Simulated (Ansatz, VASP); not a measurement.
## NiPt in two plane-wave programs

Aim: how closely do two programs agree when they are given the same cell, functional and k mesh? The cell is taken from a series of runs on this material, whose earlier steps may have relaxed, scaled, displaced or heated it; both programs get it as it stands.

Main program and level: Ansatz 0.2.0; plane waves, with VASP 6.6.1 beside it; relaxation of cell and atoms at r2SCAN.

### 1. Set-up

It takes space group P4/mmm (No. 123, tetragonal). The conventional cell has a = 2.710 Å, b = 2.710 Å, c = 3.578 Å, α = 90.00°, β = 90.00°, γ = 90.00°. Nearest to Ni lie 8 Pt at 2.62 Å and 4 Ni at 2.71 Å. Pt has 8 Ni at 2.62 Å and 4 Pt at 2.71 Å nearest. Farther neighbours are not listed.

### 2. Ansatz: relaxation of cell and atoms, r2SCAN

Ansatz runs on its default PAW (the set named soft_2) files.

The relaxed volume is the usual yardstick between codes: in a stiff, nearly cubic crystal its relative difference is about their pressure difference at one cell divided by the bulk modulus.

Input file input.yaml:

```yaml
crystal:
  lattice:
    - [2.7099397941, 0.0, 0.0]
    - [0.0, 2.7099397941, 0.0]
    - [0.0, 0.0, 3.57832]
  atoms:
    - { symbol: Ni, position: [0.5, 0.5, 0.5], spin: 2.0 }
    - { symbol: Pt, position: [0.0, 0.0, 0.0] }
kpoints:
  mp_grid: { grid: [14, 14, 10] }
hamiltonian:
  xc: r2scan
scf:
  occupations: { method: gaussian, width: 0.1 }
output:
  forces: true
  stress: true
  eigenvalues: true
  populations: true
magnetization:
  spin_polarized: true
relax:
  adjacent_minimum: "off"
  f_tol: 0.005
  max_steps: 60
  cell: { stress_tol: 0.03 }
```

The run is started by

```bash
$ ansatz run input.yaml --threads 4 --pin off --max-ram 8192MiB --backend cpu --events-out ev --progress --plain --runs-dir out
```

Numbers of over 12 decimals in the logs are rounded to 6 here.

Output:

```text
Engine: ansatz 0.2.0, x86_64-unknown-linux-gnu
Pseudopotentials: kind: paw
Pseudopotential: Ni, paw, valence charge 18, recommended cutoff 500 eV (meta_gga), Ni.paw.azcp
Pseudopotential: Pt, paw, valence charge 18, recommended cutoff 500 eV (meta_gga), Pt.paw.azcp
Functional definition: r2SCAN
  parameter k0 = 0.174
  parameter k1 = 0.065
  parameter a1 = 4.9479
  exchange = r2scan_x(k0 = k0, k1 = k1, a1 = a1)
  correlation = r2scan_c
Crystal: 2 atoms, lattice volume = 26.278 Å³
Basis set: ecut = 500 eV, 649 PW (Γ), exchange–correlation on 80×80×108 points (64 copies of the dense FFT grid, shifted against one another)
Bands: 23, of which v1, the nominal top of the filled ones, is band 18 counted from 1 (17 counted from 0)
Symmetry: 16 space group operations
Space group: P4/mmm (ITA 123), of the structure as read, at distance tolerance 3.0e-5 Å
Magnetic group: BNS 123.339 (UNI 999), of the structure as read, at distance tolerance 3.0e-5 Å
k-points: 216 of 1960
Non-local potential: Ni, projectors of the file, l = 0: 3, l = 1: 2, l = 2: 3, l = 3: 1
Non-local potential: Pt, projectors of the file, l = 0: 3, l = 1: 2, l = 2: 2, l = 3: 1
PAW form: soft (Blöchl's): semilocal exchange-correlation on the pseudo side does not see the compensation charge
PAW frozen core: Ni, regenerated for the run's functional (the file was generated under x = pbe(κ = 0.804, μ = 0.219515), c = pbe(β = 0.066725))
PAW frozen core: Pt, regenerated for the run's functional (the file was generated under x = pbe(κ = 0.804, μ = 0.219515), c = pbe(β = 0.066725))
PAW one-centre angular grid: Ni, 590 points (default); XC on 160 Gauss nodes
PAW one-centre angular grid: Pt, 590 points (default); XC on 160 Gauss nodes
Initial density: superposition of atomic densities (chi_scale 0.1, normalization cell)
Starting moments: Σ|m| = 2 μB on 1 of 2 sites
Initial wavefunctions: pseudopotential atomic-orbital guess
Functional: x = r2scan, c = r2scan; τ floored in thin density (d = 2e-4 eV/Å³)
SCF iter   1: F=—  HF=-18381.108149 eV  |F-HF|=—  |Δ(HF+E_count)|=         —  Δρ=7.09e-2 (↑3.61e-2 ↓7.09e-2)  dr2=2.35e0  dr2_τ=3.76e-2  dr2_m=3.29e-1  M=1.695 μB ∫|m|=1.778 μB  β_m=1.00  ethr=3.10e-3  ⟨swp⟩=5.2  Hψ=38034  notcnv=0
Mixer restart at iter 1: flushing history
preconditioner: auto → none  [metal: Δε(μ)=0.004 eV  Ē_g=10.629 eV  σ=0.100 eV  W_gap=0.02  n_scr=6 (ndim 8)  ℏωp=32.4 eV  f_vac=0.000  D(μ)=2.21/eV (n_scr^D=28)  sad-step TF]
SCF iter   2: F=—  HF=-18381.345748 eV  |F-HF|=—  |Δ(HF+E_count)|=   2.38e-1  Δρ=3.85e-2 (↑2.41e-2 ↓3.85e-2)  dr2=1.19e0  dr2_τ=8.53e-3  dr2_m=1.86e-2  M=1.633 μB ∫|m|=1.809 μB  β_m=1.00  ethr=3.10e-3  ⟨swp⟩=2.0  Hψ=15219  notcnv=0  defer=205  κ⁻¹=1.0e0(r=1)
SCF iter   3: F=—  HF=-18382.064583 eV  |F-HF|=—  |Δ(HF+E_count)|=   7.19e-1  Δρ=1.82e-2 (↑1.32e-2 ↓1.82e-2)  dr2=1.17e-1  dr2_τ=7.31e-3  dr2_m=5.70e-3  M=1.556 μB ∫|m|=1.811 μB  β_m=1.00  ethr=3.10e-3  ⟨swp⟩=3.1  Hψ=17415  notcnv=0  defer=206  κ⁻¹=1.5e-1(r=2)
SCF iter   4: F=—  HF=-18382.126974 eV  |F-HF|=—  |Δ(HF+E_count)|=         —  Δρ=3.36e-2 (↑1.12e-2 ↓3.36e-2)  dr2=1.82e-1  dr2_τ=1.16e-3  dr2_m=9.88e-2  M=1.407 μB ∫|m|=1.636 μB  β_m=1.00  ethr=3.24e-4  ⟨swp⟩=2.3  Hψ=20286  notcnv=0  defer=221
Mixer restart at iter 4: flushing history
SCF iter   5: F=—  HF=-18382.148817 eV  |F-HF|=—  |Δ(HF+E_count)|=   2.18e-2  Δρ=9.53e-3 (↑6.26e-3 ↓9.53e-3)  dr2=2.15e-2  dr2_τ=1.55e-3  dr2_m=1.73e-3  M=1.435 μB ∫|m|=1.657 μB  β_m=1.00  ethr=3.24e-4  ⟨swp⟩=2.5  Hψ=18226  notcnv=0  defer=221  κ⁻¹=1.0e0(r=1)
SCF iter   6: F=—  HF=-18382.213036 eV  |F-HF|=—  |Δ(HF+E_count)|=   6.42e-2  Δρ=1.10e-2 (↑4.34e-3 ↓1.10e-2)  dr2=2.85e-2  dr2_τ=1.91e-4  dr2_m=5.30e-3  M=1.393 μB ∫|m|=1.607 μB  β_m=1.00  ethr=5.97e-5  ⟨swp⟩=2.1  Hψ=22412  notcnv=0  defer=219  κ⁻¹=1.1e-2(r=2)
SCF iter   7: F=—  HF=-18382.266337 eV  |F-HF|=—  |Δ(HF+E_count)|=   5.33e-2  Δρ=7.55e-3 (↑3.11e-3 ↓7.55e-3)  dr2=1.15e-2  dr2_τ=9.44e-5  dr2_m=2.51e-3  M=1.377 μB ∫|m|=1.585 μB  β_m=1.00  ethr=5.97e-5  ⟨swp⟩=2.0  Hψ=12503  notcnv=0  defer=220  κ⁻¹=1.2e-3(r=3)
SCF iter   8: F=—  HF=-18382.329108 eV  |F-HF|=—  |Δ(HF+E_count)|=   6.28e-2  Δρ=4.03e-3 (↑1.57e-3 ↓4.03e-3)  dr2=2.18e-3  dr2_τ=2.29e-5  dr2_m=8.28e-4  M=1.336 μB ∫|m|=1.531 μB  β_m=1.00  ethr=3.21e-5  ⟨swp⟩=2.0  Hψ=19653  notcnv=0  defer=226  κ⁻¹=7.6e-5(r=4)
[...]
Initial wavefunctions: pseudopotential atomic-orbital guess (no wavefunctions were taken with the density)
[...]
preconditioner: auto → none  [metal: Δε(μ)=0.001 eV  Ē_g=10.912 eV  σ=0.100 eV  W_gap=0.01  n_scr=2 (ndim 8)  ℏωp=32.4 eV  f_vac=0.000  D(μ)=1.98/eV (n_scr^D=20)]
[...]
SCF iter   8: F=—  HF=-18382.346937 eV  |F-HF|=—  |Δ(HF+E_count)|=   2.18e-9  Δρ=3.18e-6 (↑1.85e-6 ↓3.18e-6)  dr2=3.67e-9  dr2_τ=5.46e-11  dr2_m=1.86e-10  M=1.284 μB ∫|m|=1.471 μB  β_m=1.00  ethr=1.80e-11  ⟨swp⟩=1.0  Hψ=9936  notcnv=0  κ⁻¹=2.2e-7(r=7)
SCF iter   9: F=—  HF=-18382.346937 eV  |F-HF|=—  |Δ(HF+E_count)|=   4.36e-9  Δρ=1.87e-6 (↑1.18e-6 ↓1.87e-6)  dr2=1.39e-9  dr2_τ=1.89e-11  dr2_m=4.73e-11  M=1.284 μB ∫|m|=1.471 μB  β_m=1.00  ethr=1.02e-11  ⟨swp⟩=1.0  Hψ=9936  notcnv=0  κ⁻¹=4.3e-8(r=8)
SCF iter  10: F=—  HF=-18382.346937 eV  |F-HF|=—  |Δ(HF+E_count)|=   1.94e-9  Δρ=3.94e-7 (↑3.17e-7 ↓3.94e-7)  dr2=6.73e-11  dr2_τ=1.35e-12  dr2_m=8.31e-13  M=1.284 μB ∫|m|=1.471 μB  β_m=1.00  ethr=3.87e-12  ⟨swp⟩=1.0  Hψ=9938  notcnv=0  κ⁻¹=4.3e-7(r=8)
SCF iter  11: F=—  HF=-18382.346937 eV  |F-HF|=—  |Δ(HF+E_count)|=  5.02e-10  Δρ=2.14e-7 (↑1.33e-7 ↓2.14e-7)  dr2=3.61e-12  dr2_τ=3.54e-14  dr2_m=5.84e-12  M=1.284 μB ∫|m|=1.471 μB  β_m=1.00  ethr=1.00e-12  ⟨swp⟩=1.2  Hψ=10057  notcnv=0  κ⁻¹=1.8e-6(r=8)
SCF iter  12: F=—  HF=-18382.346937 eV  |F-HF|=—  |Δ(HF+E_count)|=  1.09e-11  Δρ=1.99e-7 (↑1.13e-7 ↓1.99e-7)  dr2=3.67e-12  dr2_τ=2.85e-14  dr2_m=4.61e-12  M=1.284 μB ∫|m|=1.471 μB  β_m=1.00  ethr=1.00e-12  ⟨swp⟩=1.0  Hψ=9936  notcnv=0  κ⁻¹=2.3e-7(r=8)
SCF iter  13: F=—  HF=-18382.346937 eV  |F-HF|=—  |Δ(HF+E_count)|=  4.00e-11  Δρ=1.82e-7 (↑7.21e-8 ↓1.82e-7)  dr2=4.68e-12  dr2_τ=6.84e-14  dr2_m=3.09e-12  M=1.284 μB ∫|m|=1.471 μB  β_m=1.00  ethr=1.00e-12  ⟨swp⟩=1.0  Hψ=9936  notcnv=0  κ⁻¹=4.3e-7(r=8)
SCF iter  14: F=—  HF=-18382.346937 eV  |F-HF|=—  |Δ(HF+E_count)|=  4.73e-11  Δρ=1.23e-7 (↑7.05e-8 ↓1.23e-7)  dr2=1.63e-12  dr2_τ=1.74e-14  dr2_m=1.78e-12  M=1.284 μB ∫|m|=1.471 μB  β_m=1.00  ethr=1.00e-12  ⟨swp⟩=1.0  Hψ=9936  notcnv=0  κ⁻¹=6.9e-6(r=8)
SCF iter  15: F=—  HF=-18382.346937 eV  |F-HF|=—  |Δ(HF+E_count)|=  4.00e-11  Δρ=1.87e-8 (↑1.41e-8 ↓1.87e-8)  dr2=6.51e-14  dr2_τ=2.49e-15  dr2_m=6.81e-15  M=1.284 μB ∫|m|=1.471 μB  β_m=1.00  ethr=1.00e-12  ⟨swp⟩=1.5  Hψ=10621  notcnv=0  κ⁻¹=9.6e-6(r=8)
SCF iter  16: F=—  HF=-18382.346937 eV  |F-HF|=—  |Δ(HF+E_count)|=  3.64e-12  Δρ=1.56e-8 (↑1.48e-8 ↓1.56e-8)  dr2=1.15e-13  dr2_τ=1.92e-15  dr2_m=3.01e-15  M=1.284 μB ∫|m|=1.471 μB  β_m=1.00  ethr=1.00e-12  ⟨swp⟩=1.0  Hψ=9936  notcnv=0  κ⁻¹=2.7e-6(r=8)
SCF iter  17: F=-18382.346937 eV  HF=-18382.346937 eV  |F-HF|=3.64e-12  |Δ(HF+E_count)|=  1.09e-11  Δρ=3.47e-8 (↑6.34e-9 ↓3.47e-8)  dr2=2.36e-13  dr2_τ=3.16e-15  dr2_m=7.84e-14  M=1.284 μB ∫|m|=1.471 μB  ethr=1.00e-12  ⟨swp⟩=3.5  Hψ=37640  notcnv=0
SCF 5 converged in 17 iterations: F = -18382.346937 eV  dr2 = 2.36e-13
relax step   5: F+E_penalty+E_count = -18382.34693733 eV  Δ(F+E_penalty+E_count) = +3.327e-5 eV  max|allowed force component| = 1.282e-29 eV/Å  Δτ_max = 0.0000 Å  P = -0.002 GPa  Ω = 26.237 Å³  stress off target by 3.13e-3 GPa  SCF on the basis re-selected at this cell (its energy is not comparable with the rows above)  (17 SCF iters)
basis re-selected at this cell: Δ(F+E_penalty+E_count) = +3.327e-5 eV, ΔP = -0.001 GPa vs the last step (what re-selecting the basis moved, of the pressure what is left beyond the Pulay correction that the steps carried, after the strain that the cell walked since its last selection, with what the two solves' SCF thresholds leave and, on support functions, any second-order correction that the steps lacked; it is no m [...]
SCF converged after 17 iterations
Stability not checked: this state was not tested for a lower state beside it, because the mixer in use, unlike msr1, does not test its closes by its own steps (another_mixer; see scf.mixing.algorithm and scf.lower_state_search)
Magnetization: 1.2842 μB (18.6421 up, 17.3579 down)
Absolute magnetization: 1.4715 μB (∫|ρ↑−ρ↓|, with the PAW one-centre terms)
Spin contamination: 0.0355 ħ² per cell (⟨S²⟩ above its minimum at these occupations)
Per-site moments (μB) at R_I (Å): [(0.970713, 1.081171), (0.391898, 1.081171)]
Free energy (F): -18382.346937 eV
Harris-Foulkes:  -18382.346937 eV  (|F-HF|=3.64e-12)
Internal energy: -18382.337026 eV  (E = F + TS)
E sigma→0 (E₀):  -18382.341982 eV
Entropy (-TS):   -0.009912 eV (-4.956 meV/atom)
Fermi energy:    20.787215 eV
--- Per-component energies (eV) ---
  E_band       = -451.045364
  E_kinetic    = 919.560380
  E_local      = -5026.599062  (includes V_loc(G=0)·N_el)
  E_nonlocal   = 845.065856
  E_hartree    = 2048.829465
  E_xc         = -328.972084
  E_vxc        = -454.412484  (∫ρ·V_xc dr)
  E_paw        = -11126.379039  (= ΣΔE_a)
  E_vpaw       = -862.436416  (= ΣTr[D̂ρ^β])
  E_aug_tail   = 0.000379  (compensation charges beyond the density's cutoff)
  E_vtau       = 30.117086  (kinetic-family band-sum trace: ∫τ·v_τ [+ j·A + Jᵃ·Aᵃ] dr)
  E_ewald      = -5713.311359
  E_core_change = -0.531563  (= ΣΔE_core)
  E_smearing   = -0.009912  (= −TS)
  E_closure    = -0.000000  (closes the sum)
  Σ components = -18382.346937   (vs F -18382.346937, Δ=0.00e0)
--- Forces (eV/Å), atoms counted from 1 ---
  atom   1  Ni     0.00000000     0.00000000     0.00000000
  atom   2  Pt    -0.00000000    -0.00000000     0.00000000
  max |Σ_I F_I| component: 2.48e-29 eV/Å
--- Stress (GPa, compression-positive) ---
       -0.003132       0.000000       0.000000
        0.000000      -0.003132       0.000000
        0.000000       0.000000      -0.000648
  P = ⅓ Tr σ = -0.0023 GPa (-0.023 kbar)
--- Band table (eV; the first three rows and the last of 432) ---
  k-point 0 ↑: bands = [... 14 lower, 18.6804, 19.2457, 20.2289, 20.2289, 20.2877, 23.8923, 31.9877, 33.0104, ... 1 higher]
  k-point 1 ↑: bands = [... 14 lower, 18.7066, 19.1932, 20.1058, 20.1058, 20.2570, 23.1994, 32.8405, 33.2972, ... 1 higher]
  k-point 2 ↑: bands = [... 14 lower, 18.7805, 19.0458, 19.7741, 19.7741, 20.1712, 21.7003, 34.1121, 34.1121, ... 1 higher]
  k-point 215 ↓: bands = [... 14 lower, 19.4659, 19.4906, 20.6544, 21.9557, 28.4477, 28.4477, 28.5757, 29.8798, ... 1 higher]
--- Relaxed structure (4 steps of the walk, 4 accepted, 1 SCFs on fresh bases) ---
  F+E_penalty+E_count = -18382.34693733 eV   max|allowed force component| = 1.282e-29 eV/Å   (the final SCF, on the basis selected at the relaxed cell)
  cell:  # Å, volume = 26.2373 Å³
    - [2.706588, 0, 0.0]
    - [0, 2.706588, 0.0]
    - [0.0, 0.0, 3.581585]
  atoms:
    - { symbol: Ni, position: [0.5, 0.5, 0.500000] }
    - { symbol: Pt, position: [0, 0, 0.0] }
--- Löwdin populations: 2 sites ---
  site symbol       q [e]    m [muB]
     0     Ni     17.5933     0.9322
     1     Pt     18.0518     0.4154
  spilling = 0.009859 (of n_electrons = 36.000000)
```

The column dr2 measures how far the density is from self-consistency, as an energy; F and HF (Harris–Foulkes) agree once it is small.

[end of part 1 of 2]

[Lines on the potential files, build, host, timing and source positions are cut from VASP's logs without a mark.]

[Logs are printed without paths, hosts, clocks, repeated set-up lines and the standing remarks that a program may print on its own settings, such as how far it seeks lower states.]

[Hosts, paths, dates, database ids (printed as entryN), source tags and the programs' standing remarks are cut or masked in the printed files.]
